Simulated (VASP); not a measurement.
# Quasiparticle energies of AlAs in VASP, part 6 of 6

Aim: the quasiparticle gap of AlAs, and what it costs to get it. The cell is of the zinc-blende type, one of the forms listed for this formula. The start is a cell from a database of measured crystal structures.

VASP 6.6.1, plane waves and PAW; the level of theory is named at each step.

So far, quasiparticle gap on the mesh (eV): step 3 (evGW0, evGW0 on PBE) 2.22; step 4 (QPGW0, QPGW0 on PBE) 2.29. Also gap on the k-mesh (eV): step 2 (empty bands, functional PBE) 1.43; step 5 (orbitals for another starting point, PBE) 1.43; step 6 (another starting point, HSE06) 2.09.

### 8. G0W0

This step: G0W0 on HSE06; plane waves and PAW (Al_GW, As_GW) (VASP 6.6.1).

G0W0 keeps orbitals and screening fixed and shifts each of the lowest NBANDSGW levels once.

INCAR

```
SYSTEM = AlAs
PREC = Accurate
ENCUT = 300
ISMEAR = 0
SIGMA = 0.01
LREAL = .FALSE.
LHFCALC = .TRUE.
AEXX = 0.25
GGA = PE
HFSCREEN = 0.2
LASPH = .TRUE.
NBANDS = 296
PRECFOCK = Fast
ALGO = EVGW0
NELMGW = 1
ENCUTGW = 200
NOMEGA = 48
NBANDSGW = 16
LWAVE = .FALSE.
LCHARG = .FALSE.
```

POSCAR

```
AlAs
1.0
    0.0000000000      2.8304000000      2.8304000000
    2.8304000000      0.0000000000      2.8304000000
    2.8304000000      2.8304000000      0.0000000000
Al As
1 1
Direct
    0.0000000000      0.0000000000      0.0000000000
    0.2500000000      0.2500000000      0.2500000000
```

KPOINTS

```
Automatic mesh
0
Gamma
6 6 6
0 0 0
```

The projector-augmented-wave data sets are Al_GW and As_GW (PBE family, release 64).

The run starts from files that an earlier step left in the folder.

The run is started by

```bash
mpirun -np 8 vasp_std
```

The log of the run:

```text
[banner, memory and clock lines left out]
running    8 mpi-ranks, on    1 nodes
 distrk:  each k-point on    8 cores,    1 groups
 distr:  one band on    1 cores,    8 groups

 POSCAR found type information on POSCAR AlAs
 POSCAR found :  2 types and       2 ions
 [... a notice as in an earlier step ...]

 [... a notice as in an earlier step ...]

 LDA part: xc-table for (Slater+PW92), standard interpolation
 found WAVECAR, reading the header
 POSCAR, INCAR and KPOINTS ok, starting setup
 FFT: planning ... GRIDC
 FFT: planning ... GRID_SOFT
 FFT: planning ... GRID
 reading WAVECAR
 the WAVECAR file was read successfully
 initial charge from wavefunction
 available memory per node:     80.75 GB, setting MAXMEM to     82692

 The Fermi energy was updated, please check that it is located mid-gap
 values below the HOMO (VB) or above the LUMO (CB) will cause erroneous energies
 E-fermi :   4.0050

 calculate exact exchange contribution
 the WAVEDER file was read successfully
energies w=
    0.000    0.000    0.632    0.000    1.262    0.000    1.886    0.000
    2.504    0.000    3.112    0.000    3.710    0.000    4.298    0.000
    4.874    0.000    5.440    0.000    5.996    0.000    6.543    0.000
    7.082    0.000    7.614    0.000    8.142    0.000    8.667    0.000
    9.192    0.000    9.717    0.000   10.247    0.000   10.783    0.000
   11.328    0.000   11.885    0.000   12.457    0.000   13.049    0.000
   13.663    0.000   14.307    0.000   14.984    0.000   15.702    0.000
   16.468    0.000   17.292    0.000   18.186    0.000   19.164    0.000
   20.242    0.000   21.444    0.000   22.798    0.000   24.341    0.000
   26.123    0.000   28.210    0.000   30.697    0.000   33.717    0.000
   37.469    0.000   42.259    0.000   48.590    0.000   57.342    0.000
   70.208    0.000   90.924    0.000  129.674    0.000  227.560    0.000
 responsefunction array rank=     304
 LDA part: xc-table for (Slater+PW92), standard interpolation

 min. memory requirement per mpi rank    281.3 MB, per node   2250.5 MB

 allocating   6 responsefunctions rank=   304
 shmem allocating  48 responsefunctions rank=   304
 response function shared by NCSHMEM nodes    1
 Doing            6  frequencies on each core in blocks of           48
NQ=   1    0.0000    0.0000    0.0000,
|.........|.........|.........|.........|.........|.........|.........|.........
 performed        656000 updates of chi_q(r,r)
 total number of BLAS operations        420.39 Gflops
NQ=   2    0.1667    0.0000    0.0000,
|.........|.........|.........|.........|.........|.........|.........|.........
 performed       1956000 updates of chi_q(r,r)
 total number of BLAS operations       1325.61 Gflops
NQ=   3    0.3333    0.0000    0.0000,
|.........|.........|.........|.........|.........|.........|.........|.........
 performed       3256000 updates of chi_q(r,r)
 total number of BLAS operations       2182.39 Gflops
NQ=   4    0.5000    0.0000    0.0000,
|.........|.........|.........|.........|.........|.........|.........|.........
 performed       4328000 updates of chi_q(r,r)
 total number of BLAS operations       2817.41 Gflops
NQ=   5    0.1667    0.1667    0.0000,
|.........|.........|.........|.........|.........|.........|.........|.........
 performed       5628000 updates of chi_q(r,r)
 total number of BLAS operations       3722.62 Gflops
NQ=   6    0.3333    0.1667    0.0000,
|.........|.........|.........|.........|.........|.........|.........|.........
 performed       7742000 updates of chi_q(r,r)
 total number of BLAS operations       5184.99 Gflops
NQ=   7    0.5000    0.1667    0.0000,
|.........|.........|.........|.........|.........|.........|.........|.........
 performed       9856000 updates of chi_q(r,r)
 total number of BLAS operations       6637.43 Gflops
NQ=   8   -0.3333    0.1667    0.0000,
|.........|.........|.........|.........|.........|.........|.........|.........
 performed      11970000 updates of chi_q(r,r)
 total number of BLAS operations       8109.77 Gflops
NQ=   9   -0.1667    0.1667    0.0000,
|.........|.........|.........|.........|.........|.........|.........|.........
 performed      13781000 updates of chi_q(r,r)
 total number of BLAS operations       9371.08 Gflops
NQ=  10    0.3333    0.3333    0.0000,
|.........|.........|.........|.........|.........|.........|.........|.........
 performed      15081000 updates of chi_q(r,r)
 total number of BLAS operations      10319.77 Gflops
NQ=  11    0.5000    0.3333    0.0000,
|.........|.........|.........|.........|.........|.........|.........|.........
 performed      17195000 updates of chi_q(r,r)
 total number of BLAS operations      11742.61 Gflops
NQ=  12   -0.3333    0.3333    0.0000,
|.........|.........|.........|.........|.........|.........|.........|.........
 performed      19006000 updates of chi_q(r,r)
 total number of BLAS operations      12911.62 Gflops
NQ=  13    0.5000    0.5000    0.0000,
|.........|.........|.........|.........|.........|.........|.........|.........
 performed      19946000 updates of chi_q(r,r)
 total number of BLAS operations      13597.68 Gflops
NQ=  14    0.5000    0.3333    0.1667,
|.........|.........|.........|.........|.........|.........|.........|.........
 performed      22344000 updates of chi_q(r,r)
 total number of BLAS operations      15189.53 Gflops
NQ=  15   -0.3333    0.3333    0.1667,
|.........|.........|.........|.........|.........|.........|.........|.........
 performed      24591000 updates of chi_q(r,r)
 total number of BLAS operations      16660.17 Gflops
NQ=  16   -0.3333    0.5000    0.1667,
|.........|.........|.........|.........|.........|.........|.........|.........
 performed      26412000 updates of chi_q(r,r)
 total number of BLAS operations      17885.46 Gflops
 resolving degeneracies of screened two electron integrals

 calculate QP shifts <psi_nk| G(iteration)W_0 |psi_nk>: iteration 1
 entering main loop
```

Wall time 8.4 min (8 MPI ranks of AMD EPYC 7R43, shared host); peak memory 3.1 GiB; 61 min of CPU time.

From OUTCAR (step 8):

```text
   NELECT =       8.0000    total number of electrons

 E-fermi :   4.0050

 QP shifts <psi_nk| G(iteration)W_0 |psi_nk>: iteration 1
 for sc-GW calculations column KS-energies equals QP-energies in previous step
 and V_xc(KS)=  KS-energies - (<T + V_ion + V_H > + <T+V_H+V_ion>^1  + <V_x>^1)
 k-point   1 :       0.0000    0.0000    0.0000
  band No.  KS-energies  QP-energies   sigma(KS)   V_xc(KS)     V^pw_x(r,r')   Z            occupation Imag(sigma)
      1     -10.1056      -9.7002     -11.9645     -12.5508     -17.8689       0.6914       2.0000       1.0586
      2       2.9606       2.5529     -12.2726     -11.7572     -13.1924       0.7910       2.0000       0.0087
      3       2.9606       2.5529     -12.2726     -11.7572     -13.1924       0.7910       2.0000       0.0087
      4       2.9606       2.5529     -12.2726     -11.7572     -13.1924       0.7910       2.0000       0.0087
      5       5.8774       6.0055      -9.2977      -9.4584      -5.5619       0.7965       0.0000      -0.1068
      6       8.1219       8.0520      -8.7840      -8.6944      -4.5916       0.7803       0.0000      -0.1038
      7       8.1219       8.0520      -8.7840      -8.6944      -4.5916       0.7803       0.0000      -0.1038
      8       8.1219       8.0520      -8.7840      -8.6944      -4.5916       0.7803       0.0000      -0.1038
    ...

 k-point   2 :       0.1667    0.0000    0.0000
  band No.  KS-energies  QP-energies   sigma(KS)   V_xc(KS)     V^pw_x(r,r')   Z            occupation Imag(sigma)
      1      -9.8059      -9.4028     -12.0199     -12.5992     -17.8277       0.6958       2.0000       1.0232
      2       0.7484       0.4227     -11.5943     -11.1709     -13.0512       0.7693       2.0000       0.0232
      3       2.6790       2.2754     -12.1649     -11.6530     -13.1489       0.7884       2.0000       0.0097
      4       2.6790       2.2754     -12.1649     -11.6530     -13.1489       0.7884       2.0000       0.0097
      5       6.6286       6.6764      -9.0793      -9.1397      -5.2286       0.7910       0.0000      -0.1024
      6       8.5896       8.5050      -8.8595      -8.7506      -4.5370       0.7769       0.0000      -0.1104
      7       8.5896       8.5050      -8.8595      -8.7506      -4.5370       0.7769       0.0000      -0.1104
      8       9.0722       8.9955      -9.3258      -9.2268      -4.9771       0.7740       0.0000      -0.1186
    ...

[... 8 parts as in an earlier step ...]

[... 8 further parts left out ...]
```

This step gave:

| Quantity | Value |
| --- | --- |
| quasiparticle gap on the mesh | 2.411 eV |
| smallest direct quasiparticle gap on the mesh | 3.453 eV |
| gap of the starting orbitals on the mesh | 2.089 eV |

GW takes the gap from 2.089 to 2.411 eV. That is +309 meV against the one-shot pass on PBE. Spin-orbit coupling is left out. The value holds for 296 bands, ENCUTGW = 200 eV and this mesh, and isn't shown to be converged in them.

### 9. Summary

This step: GW series: evGW0 on PBE, QPGW0 on PBE, G0W0 on HSE06; plane waves and PAW (VASP 6.6.1).

No new run; the numbers come from the runs before.

Cost is wall time times ranks on a shared host, with the step that makes the empty bands. GW runs:

```tsv
level	bands	ENCUTGW (eV)	NOMEGA	k mesh	starting gap (eV)	quasiparticle gap (eV)	direct gap (eV)	cost (core minutes)
evGW0 on PBE	296	200	48	6x6x6	1.432	2.225	3.227	123.5
QPGW0 on PBE	296	200	48	6x6x6	1.432	2.286	3.329	654.6
G0W0 on HSE06	296	200	48	6x6x6	2.089	2.411	3.453	147
```

### 10. Outcome

```yaml
evgw0_on_pbe_296_bands_encutgw_200_ev_nomega_48_mesh_6x6x6: 1.432 → 2.225 eV
qpgw0_on_pbe_296_bands_encutgw_200_ev_nomega_48_mesh_6x6x6: 1.432 → 2.286 eV
g0w0_on_hse06_296_bands_encutgw_200_ev_nomega_48_mesh_6x6x6: 2.089 → 2.411 eV
```

In words: evGW0 gives a quasiparticle gap of 2.225 eV on the mesh, 0.79 eV over the PBE gap on the same mesh. Over the final values of the levels run here the gap spans 2.22 to 2.41 eV. In evGW0 the first pass, which is the one-shot result, gives 2.102 eV and pass 4 gives 2.225 eV; the last pass changed the gap by +3 meV, so the loop is converged. In QPGW0 the first pass gives 2.096 eV and pass 4 gives 2.286 eV; the last pass changed the gap by +29 meV, so more passes would move it further. One-shot gaps: 2.102 eV from PBE and 2.411 eV from HSE06. The starting gaps span 0.66 eV and the one-shot gaps 0.31 eV. Bands, response cutoff and mesh weren't tested for convergence, and band edges off the mesh aren't seen. Spin-orbit coupling is left out; with As in the cell it can split or shift band edges, by an amount that depends on which atoms form them and isn't tested here. Not tabulated here, as repeats of values shown or as unfit to read for their mesh, reference level or band range: eps2 curves (empty bands); eps1 curves and static values (empty bands); gaps (empty bands).

[Lines on the potential files, build, host, timing and source positions are cut from VASP's logs without a mark.]

[Logs are printed without paths, hosts, clocks, repeated set-up lines and the standing remarks that a program may print on its own settings, such as how far it seeks lower states.]

[Hosts, paths, dates, database ids (printed as entryN), source tags and the programs' standing remarks are cut or masked in the printed files.]

[Pressures printed for these runs are not shown converged in the cutoff: they can be off by several GPa and have the wrong sign.]

[In band tables of VASP the shares of atoms and orbitals are scaled to a sum of 1 inside the atoms' spheres.]
